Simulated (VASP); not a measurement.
**How biaxial strain in the (0001) plane changes SiC (P6_3mc)**

How do the elastic response and the band edges of SiC follow biaxial strain in the (0001) plane?

Program: VASP 6.6.1. Level of theory: LDA; plane waves and PAW (Si, C), in the first sound run; inputs show where later runs differ. Results are calculated unless marked as measured.

### Step 1. Starting point

The structure is hexagonal, space group P6_3mc (No. 186). Conventional cell: a = 3.058 Å, b = 3.058 Å, c = 5.018 Å, α = 90.00°, β = 90.00°, γ = 120.00°. Nearest to Si lie 4 C at 1.87 to 1.89 Å. C has 4 Si at 1.87 to 1.89 Å nearest. Farther neighbours are not listed.

Structure file:

```xyz
4
Lattice="3.0576 0.0000 0.0000 -1.5288 2.6480 0.0000 0.0000 0.0000 5.0183" Properties=species:S:1:pos:R:3 pbc="T T T"
Si    0.0000    1.7653    0.0030
Si    1.5288    0.8827    2.5121
C     0.0000    1.7653    1.8889
C     1.5288    0.8827    4.3980
```

### Step 2. Relax the crystal, LDA

The series starts from the cell that this level prefers, so that zero strain is near zero stress.

Level: LDA; plane waves and PAW (Si, C).

Contents of INCAR:

```
SYSTEM = SiC
PREC = Accurate
ENCUT = 600
EDIFF = 1E-07
NELM = 120
ISMEAR = 0
SIGMA = 0.02
LREAL = .FALSE.
ALGO = Normal
GGA = CA
NBANDS = 14
LASPH = .TRUE.
LORBIT = 11
LWAVE = .FALSE.
LCHARG = .FALSE.
KPAR = 16
IBRION = 2
NSW = 40
ISIF = 3
EDIFFG = -0.005
POTIM = 0.4
```

Contents of POSCAR:

```
SiC
1.0
    3.0575921484      0.0000000000      0.0000000000
   -1.5287960742      2.6479524749      0.0000000000
    0.0000000000      0.0000000000      5.0182537255
Si C
2 2
Direct
    0.3333333333      0.6666666667      0.0005933873
    0.6666666667      0.3333333333      0.5005933873
    0.3333333333      0.6666666667      0.3764066127
    0.6666666667      0.3333333333      0.8764066127
```

Contents of KPOINTS:

```
Automatic mesh
0
Gamma
11 11 6
0 0 0
```

PAW data sets: Si and C (LDA family, release 64).

On the command line:

```sh
> mpirun -np 16 vasp_std
```

Output:

```text
[banner, memory and clock lines left out]
running   16 mpi-ranks, on    1 nodes
[...]
|                                                                             |
|           W    W    AA    RRRRR   N    N  II  N    N   GGGG   !!!           |
|           W    W   A  A   R    R  NN   N  II  NN   N  G    G  !!!           |
|           W    W  A    A  R    R  N N  N  II  N N  N  G       !!!           |
|           W WW W  AAAAAA  RRRRR   N  N N  II  N  N N  G  GGG   !            |
|           WW  WW  A    A  R   R   N   NN  II  N   NN  G    G                |
|           W    W  A    A  R    R  N    N  II  N    N   GGGG   !!!           |
|                                                                             |
|     For optimal performance we recommend to set                             |
|       NCORE = 2 up to number-of-cores-per-socket                            |
|     NCORE specifies how many cores store one orbital (NPAR=cpu/NCORE).      |
|     This setting can greatly improve the performance of VASP for DFT.       |
[...]
|     Unfortunately you need to use the default for GW and RPA                |
|     calculations (for HF NCORE is supported but not extensively tested      |
|     yet).                                                                   |
|                                                                             |

 LDA part: xc-table for (Slater(with rela. corr.)+CA(PZ))
 , standard interpolation
 POSCAR, INCAR and KPOINTS ok, starting setup
[...]
entering main loop
       N       E                     dE             d eps       ncg     rms          rms(c)
DAV:   1     0.303779419719E+02    0.30378E+02   -0.80120E+03  1792   0.115E+03
DAV:   2    -0.344773241679E+02   -0.64855E+02   -0.58934E+02  2460   0.181E+02
DAV:   3    -0.374463577679E+02   -0.29690E+01   -0.29524E+01  2500   0.370E+01
DAV:   4    -0.374762122201E+02   -0.29854E-01   -0.29847E-01  2008   0.445E+00
[...]
DAV:  12    -0.332802376456E+02    0.11916E-05   -0.29150E-06  2266   0.107E-02    0.659E-03
DAV:  13    -0.332802373068E+02    0.33880E-06   -0.12694E-06  2356   0.666E-03    0.140E-03
DAV:  14    -0.332802373118E+02   -0.49185E-08   -0.52500E-08  1244   0.186E-03
   1 F= -.33280237E+02 E0= -.33280237E+02  d E =-.332802E+02
[...]
reached required accuracy - stopping structural energy minimisation
```

Wall time 4.4 s (16 MPI ranks of AMD EPYC 7R43, shared host); peak memory 2.3 GiB.

Lines that name or quote the potential files are left out of all logs, and their timing lines are given in words.

OUTCAR, selected parts (step 2):

```text
  Total       -0.0080484     -0.0080484     -0.0117522      0.0000000      0.0000000      0.0000000
  in kB       -0.3173801     -0.3173801     -0.4634340      0.0000000      0.0000000      0.0000000
  external PRESSURE =      -0.3660648 kB  Pullay stress =       0.0000000 kB

 POSITION                                       TOTAL-FORCE (eV/Angst)
 -----------------------------------------------------------------------------------
     -0.00000      1.76530      0.00298        -0.000000      0.000000      0.001096
      1.52880      0.88265      2.51210         0.000000     -0.000000      0.001096
     -0.00000      1.76530      1.88890        -0.000000      0.000000     -0.001096
      1.52880      0.88265      4.39803         0.000000      0.000000     -0.001096
 -----------------------------------------------------------------------------------
    total drift:                               -0.000000      0.000000     -0.000054

  FREE ENERGIE OF THE ION-ELECTRON SYSTEM (eV)
  ---------------------------------------------------
  free  energy   TOTEN  =       -33.2802373118 eV

  energy  without entropy=      -33.2802373118  energy(sigma->0) =      -33.28023731

 reached required accuracy - stopping structural energy minimisation

[... 3 further parts left out ...]
[key lines of the parts left out:]
E-fermi :   8.5442
```

This run gave:

* energy(sigma→0) of the program: -33.2802 eV
* stress, compression positive: xx, yy, zz -0.03, -0.03, -0.05 GPa
* volume: 40.630 Å³
* ionic steps: 1

### Step 3. Strain along the normal, LDA

One member in full: the plane is strained by -2 %, and the strain along the normal is moved by secant steps until the normal stress is under 0.012 GPa or five steps are spent; the atoms relax at each step.

This step took 2 runs, each at a new trial strain with the atoms of the one before; the last is shown.

Level: LDA; plane waves and PAW (Si, C).

INCAR: that of step 2 with these lines changed.

```diff
@@ -15,7 +15,7 @@
 LCHARG = .FALSE.
-KPAR = 16
-IBRION = 2
-NSW = 40
-ISIF = 3
-EDIFFG = -0.005
-POTIM = 0.4
+KPAR = 4
+IBRION = 1
+NSW = 25
+ISIF = 2
+EDIFFG = -0.004
+POTIM = 0.3
```

Contents of POSCAR:

```
SiC
1.0
    2.9964403050      0.0000000000      0.0000000000
   -1.4982201530      2.5949934250      0.0000000000
    0.0000000000      0.0000000000      5.0395988320
Si C
2 2
Direct
    0.3333333333      0.6666666667      0.0020725813
    0.6666666667      0.3333333333      0.5020725813
    0.3333333333      0.6666666667      0.3749274187
    0.6666666667      0.3333333333      0.8749274187
```

KPOINTS is that of step 2.

On the command line:

```sh
> mpirun -np 4 vasp_std
```

Output:

```text
[banner, memory and clock lines left out]
running    4 mpi-ranks, on    1 nodes
[...]
LDA part: xc-table for (Slater(with rela. corr.)+CA(PZ))
 , standard interpolation
 POSCAR, INCAR and KPOINTS ok, starting setup
[...]
entering main loop
       N       E                     dE             d eps       ncg     rms          rms(c)
DAV:   1     0.296421761852E+02    0.29642E+02   -0.81259E+03  1792   0.116E+03
DAV:   2    -0.345864247855E+02   -0.64229E+02   -0.58446E+02  2426   0.184E+02
DAV:   3    -0.376117406531E+02   -0.30253E+01   -0.30109E+01  2470   0.380E+01
DAV:   4    -0.376409147302E+02   -0.29174E-01   -0.29163E-01  2020   0.452E+00
[...]
DAV:  12    -0.332126916861E+02    0.11425E-05   -0.27734E-06  2260   0.113E-02    0.734E-03
DAV:  13    -0.332126912569E+02    0.42922E-06   -0.15604E-06  2296   0.760E-03    0.112E-03
DAV:  14    -0.332126912765E+02   -0.19634E-07   -0.60287E-08  1262   0.199E-03
   1 F= -.33212691E+02 E0= -.33212691E+02  d E =-.332127E+02
 BRION: g(F)=  0.301E-05 g(S)=  0.000E+00
[...]
N       E                     dE             d eps       ncg     rms          rms(c)
DAV:   1    -0.332126926765E+02   -0.14196E-05   -0.11865E-04  1858   0.842E-02    0.343E-03
DAV:   2    -0.332126926535E+02    0.22984E-07   -0.17142E-06  2482   0.989E-03    0.160E-03
DAV:   3    -0.332126925703E+02    0.83258E-07   -0.11247E-07  1406   0.314E-03
   2 F= -.33212693E+02 E0= -.33212693E+02  d E =-.129377E-05
 BRION: g(F)=  0.381E-07 g(S)=  0.000E+00 retain N=  1 mean eig= 0.90
 eig:   0.899
 reached required accuracy - stopping structural energy minimisation
```

Elapsed: 13 s, on 4 MPI ranks; peak memory 0.51 GiB.

Parts of OUTCAR (step 3):

```text
  Total        3.2961389      3.2961389     -0.0010006     -0.0000000      0.0000000      0.0000000
  in kB      134.7653473    134.7653473     -0.0409088     -0.0000000      0.0000000      0.0000000
  external PRESSURE =      89.8299286 kB  Pullay stress =       0.0000000 kB

 POSITION                                       TOTAL-FORCE (eV/Angst)
 -----------------------------------------------------------------------------------
     -0.00000      1.73000      0.01059        -0.000000      0.000000     -0.000574
      1.49822      0.86500      2.53039        -0.000000     -0.000000     -0.000574
     -0.00000      1.73000      1.88934        -0.000000      0.000000      0.000574
      1.49822      0.86500      4.40914         0.000000     -0.000000      0.000574
 -----------------------------------------------------------------------------------
    total drift:                                0.000000      0.000000     -0.000002

  FREE ENERGIE OF THE ION-ELECTRON SYSTEM (eV)
  ---------------------------------------------------
  free  energy   TOTEN  =       -33.2126925703 eV

  energy  without entropy=      -33.2126925703  energy(sigma->0) =      -33.21269257

[... 2 parts as in an earlier step ...]

[... 2 further parts left out ...]
[key lines of the parts left out:]
E-fermi :   9.0448
```

Read from the output:

| Item | Value |
| --- | --- |
| energy(sigma→0) of the program | -33.2127 eV |
| stress, compression positive | xx, yy, zz 13.48, 13.48, 0.00 GPa |
| ionic steps | 2 |

### Step 4. Band edges, HSE06

Short lines in KPOINTS_OPT sample the zone centre along and across the normal of the plane, for masses, and the other valleys.

Level: HSE06; plane waves and PAW (Si, C).

Contents of INCAR:

```
SYSTEM = SiC
PREC = Accurate
ENCUT = 600
EDIFF = 1E-06
NELM = 100
ISMEAR = 0
SIGMA = 0.02
LREAL = .FALSE.
ALGO = Normal
LHFCALC = .TRUE.
AEXX = 0.25
GGA = PE
HFSCREEN = 0.2
LASPH = .TRUE.
NBANDS = 13
PRECFOCK = Fast
LWAVE = .FALSE.
LCHARG = .FALSE.
KPAR = 4
```

Contents of POSCAR:

```
SiC
1.0
    2.9964403050      0.0000000000      0.0000000000
   -1.4982201530      2.5949934250      0.0000000000
    0.0000000000      0.0000000000      5.0395988320
Si C
2 2
Direct
    0.3333333333      0.6666666667      0.0021018630
    0.6666666667      0.3333333333      0.5021018630
    0.3333333333      0.6666666667      0.3748981370
    0.6666666667      0.3333333333      0.8748981370
```

Contents of KPOINTS:

```
Automatic mesh
0
Gamma
6 6 3
0 0 0
```

Contents of KPOINTS_OPT:

```
Line mode
6
Line-mode
Reciprocal
  0.00000000   0.00000000   0.00000000
  0.00000000   0.00000000   0.04010385

  0.00000000   0.00000000   0.00000000
 -0.02384491   0.01192246   0.00000000

  0.50000000   0.00000000   0.00000000
  0.50000000   0.00000000   0.50000000

  0.33333333   0.33333333   0.00000000
  0.33333333   0.33333333   0.50000000
```

On the command line:

```sh
> mpirun -np 4 vasp_std
```

Output:

```text
[banner, memory and clock lines left out]
running    4 mpi-ranks, on    1 nodes
[...]
|                                                                             |
|               ----> ADVICE to this user running VASP <----                  |
|                                                                             |
|     You enforced a specific xc type in the INCAR file but a different       |
|     [... a line on the potential file left out ...]
|     I HOPE YOU KNOW WHAT YOU ARE DOING!                                     |
|                                                                             |

 LDA part: xc-table for (Slater+PW92), standard interpolation
 found WAVECAR, reading the header
 POSCAR, INCAR and KPOINTS ok, starting setup
[...]
reading WAVECAR
 the WAVECAR file was read successfully
 initial charge from wavefunction
 entering main loop
       N       E                     dE             d eps       ncg     rms          rms(c)
DAV:   1    -0.349801509400E+02   -0.34980E+02   -0.13034E+00   364   0.102E+01    0.572E+00
DAV:   2    -0.349872940795E+02   -0.71431E-02   -0.39896E-02   449   0.158E+00    0.424E+00
DAV:   3    -0.349838931010E+02    0.34010E-02   -0.27129E-03   449   0.355E-01    0.247E+00
DAV:   4    -0.349830378748E+02    0.85523E-03   -0.72558E-04   449   0.168E-01    0.141E+00
[...]
DAV:   8    -0.349826073429E+02    0.10402E-04   -0.31695E-06   429   0.167E-02    0.145E-01
DAV:   9    -0.349826040795E+02    0.32633E-05   -0.97883E-07   242   0.944E-03    0.831E-02
DAV:  10    -0.349826033173E+02    0.76226E-06   -0.42544E-07   217   0.655E-03
   1 F= -.34982603E+02 E0= -.34982603E+02  d E =-.421713E-24
 Start KPOINTS_OPT (optional k-point list driver)
k-point batch [1-14\24]
       N       E                     dE             ncg
DAV:   1     0.182954657547E+04   -0.40513E+02      364
DAV:   2     0.743071280865E+03   -0.10865E+04      509
DAV:   3     0.605716473848E+03   -0.13735E+03      469
DAV:   4     0.602442607673E+03   -0.32739E+01      469
DAV:   5     0.602382868956E+03   -0.59739E-01      434
DAV:   6     0.602381545809E+03   -0.13231E-02      434
DAV:   7     0.602381503682E+03   -0.42127E-04      434
DAV:   8     0.602381502189E+03   -0.14930E-05      330
DAV:   9     0.602381502061E+03   -0.12747E-06      322
k-point batch [15-24\24]
       N       E                     dE             ncg
DAV:   1     0.238581954332E+04   -0.66218E+04      260
DAV:   2     0.178479615658E+04   -0.60102E+03      326
DAV:   3     0.173488590056E+04   -0.49910E+02      320
DAV:   4     0.173408076597E+04   -0.80513E+00      345
DAV:   5     0.173406994214E+04   -0.10824E-01      330
DAV:   6     0.173406982973E+04   -0.11241E-03      310
DAV:   7     0.173406982822E+04   -0.15107E-05      246
DAV:   8     0.173406982816E+04   -0.63776E-07      230
```

It took 4.2 min on 4 MPI ranks; peak memory 1 GiB; 17 min of CPU time.

From OUTCAR (step 4):

```text
  LATTYP: Found a hexagonal cell.
 ALAT       =     2.9964403050
 C/A-ratio  =     1.6818619158

 Subroutine GETGRP returns: Found 12 space group operations
 (whereof  6 operations were pure point group operations)

The static configuration has the point symmetry C_3v.
 The point group associated with its full space group is C_6v.

 Found     14 irreducible k-points:

   k-points           NKPTS =     14   k-points in BZ     NKDIM =    108   number of bands    NBANDS=     13

   dimension x,y,z NGX =    24 NGY =   24 NGZ =   40
   dimension x,y,z NGXF=    48 NGYF=   48 NGZF=   80

   ENCUT  =  600.0 eV  44.10 Ry    6.64 a.u.   5.98  5.98 10.07*2*pi/ulx,y,z

   NELECT =      16.0000    total number of electrons

  exchange ACFDT corr.  =         0.00000000  see jH, gK, PRB 81, 115126

 E-fermi :   8.6370

 k-point     1 :       0.0000    0.0000    0.0000
  band No.  band energies     occupation
    ...
      4       7.1400      2.00000
      5       7.1400      2.00000
      6       8.0945      2.00000
      7       8.4989      2.00000
      8       8.4989      2.00000
      9      15.3254      0.00000
     10      15.9737      0.00000
     11      16.9199      0.00000
     12      16.9199      0.00000
     13      18.1246      0.00000

 k-point     2 :       0.1667    0.0000    0.0000
  band No.  band energies     occupation
    ...
      4       4.6995      2.00000
      5       6.3487      2.00000
      6       6.7332      2.00000
      7       7.7694      2.00000
      8       8.1592      2.00000
      9      14.9160      0.00000
     10      16.5081      0.00000
     11      17.2087      0.00000
     12      17.7749      0.00000
     13      17.7948      0.00000

 POSITION                                       TOTAL-FORCE (eV/Angst)
 -----------------------------------------------------------------------------------
     -0.00000      1.73000      0.01059         0.000000     -0.000000     -0.036700
      1.49822      0.86500      2.53039         0.000000     -0.000000     -0.036700
     -0.00000      1.73000      1.88934        -0.000000     -0.000000      0.036700
      1.49822      0.86500      4.40914         0.000000      0.000000      0.036700
 -----------------------------------------------------------------------------------
    total drift:                                0.000000     -0.000002      0.000206

  FREE ENERGIE OF THE ION-ELECTRON SYSTEM (eV)
  ---------------------------------------------------
  free  energy   TOTEN  =       -34.9826033173 eV

  energy  without entropy=      -34.9826033173  energy(sigma->0) =      -34.98260332

[... 1 part as in an earlier step ...]

[... 7 further parts left out ...]
```

Read from the output:

```
energy(sigma→0) of the program : -34.9826 eV
```

### Step 5. All members

Hybrid runs start from orbitals of a short LDA run, not shown.

Runs beyond LDA use the data sets made with LDA; this shifts their levels slightly, and their total energies have another zero.

The other members went through these steps as far as the tables show, with the same cutoff and, step by step, the same mesh; 34 runs are not shown. The session took 3.2 core hours (wall time by ranks) on a shared machine.

```tsv
in-plane strain (%)	strain along the normal (%)	in-plane stress, tension positive (GPa)	energy above the unstrained row (meV/atom)	gap on the mesh, LDA (eV)
-2.000	0.425	-13.476	16.884	1.990
-1.500	0.311	-9.913	9.464	2.063
-1.000	0.202	-6.463	4.225	2.130
-0.500	0.096	-3.156	1.096	2.197
0	-0.008	0.029	0.000	2.259
0.500	-0.108	3.088	0.883	2.318
1.000	-0.210	6.018	3.683	2.375
1.500	-0.305	8.825	8.330	2.380
2.000	-0.400	11.511	14.763	2.386
```

Slopes at zero strain, from cubics through all rows: strain ratio -0.205, stress over strain 624 GPa. For (0001) the ratio is −2C₁₃/C₃₃.

Band edges at HSE06, counted from the valence-band top at Γ, with one row partly withheld:

```tsv
in-plane strain (%)	gap (eV)	conduction band at Γ (eV)	lowest conduction level on M–L (eV)	second valence level below the top (eV)	third valence level below the top (eV)
-2.000	2.888	6.826	3.905	0.000	0.404
-1.500	2.963	6.655	3.947	0.000	0.323
-1.000	3.033	6.483	3.896	0.000	0.251
-0.500	3.100	6.313	3.845	0.000	0.181
0	3.163	6.142	3.792	0.000	0.118
0.500	3.224	?	3.739	0.000	0.061
1.000	3.281	5.802	3.685	0.000	0.007
1.500	3.295	5.592	3.588	0.042	0.042
2.000	3.303	5.379	3.488	0.086	0.086
```

### Step 6. Fit and prediction

The quantity to fit is the conduction level at Γ above the mean of the three top valence levels at HSE06: 6.961, 6.763, 6.567, 6.373, 6.181, 5.805, 5.620, 5.437 eV in the rows shown.

A least-squares parabola through the 8 rows shown, with e the strain in %: E = 0.004416 e² − 0.3811 e + 6.181 (eV), r.m.s. residual 8.5e-5 eV.

For the withheld row, e = 0.5, the fit gives 5.9920 eV.

### Step 7. Prediction against calculation

The calculation gives 5.9921 eV, so the prediction is 0.0001 eV too low.

### Step 8. Results

```json
{
 "ratio of normal to in-plane strain": "-0.205",
 "biaxial modulus": "624 GPa",
 "gap of the unstrained cell, HSE06": "3.16 eV",
 "slope at zero strain of the conduction level at Γ above the mean of the three top valence levels, HSE06": "-381 meV per %",
 "error of the predicted row": "-0.1 meV"
}
```

As a check, the curvature of the energy gives 623 GPa for the same modulus (energy per volume = M × strain²), 0 % from the slope of the stress. The energy also has a linear term worth 0.15 GPa that the stress column lacks, a mark of the finite basis. At HSE06 the edge that sets the gap lies at a point without a column here, up to 1.02 eV below the lowest level listed; the gap runs between 2.89 and 3.30 eV. Hole masses are left out throughout, since the top bands are degenerate or cross in many series; of conduction masses, those of the Γ, L and (for Si and Ge under (001) strain) Δ valleys are kept where they change by under an eighth between rows. A measured gap of unstrained SiC is 3.33 eV (arxiv:2009.14696, band gap at cryogenic temperature, temperature not given); the static gaps here belong to the lattice relaxed at LDA. HSE06 ran on a coarser mesh than the semilocal levels. Spin-orbit coupling is left out at HSE06, so the valence splittings there lack it. Temperature, zero-point motion and excitons are left out.

[Lines on the potential files, build, host, timing and source positions are cut from VASP's logs without a mark.]

[Logs are printed without paths, hosts, clocks, repeated set-up lines and the standing remarks that a program may print on its own settings, such as how far it seeks lower states.]

[Hosts, paths, dates, database ids (printed as entryN), source tags and the programs' standing remarks are cut or masked in the printed files.]

[In band tables of VASP the shares of atoms and orbitals are scaled to a sum of 1 inside the atoms' spheres.]
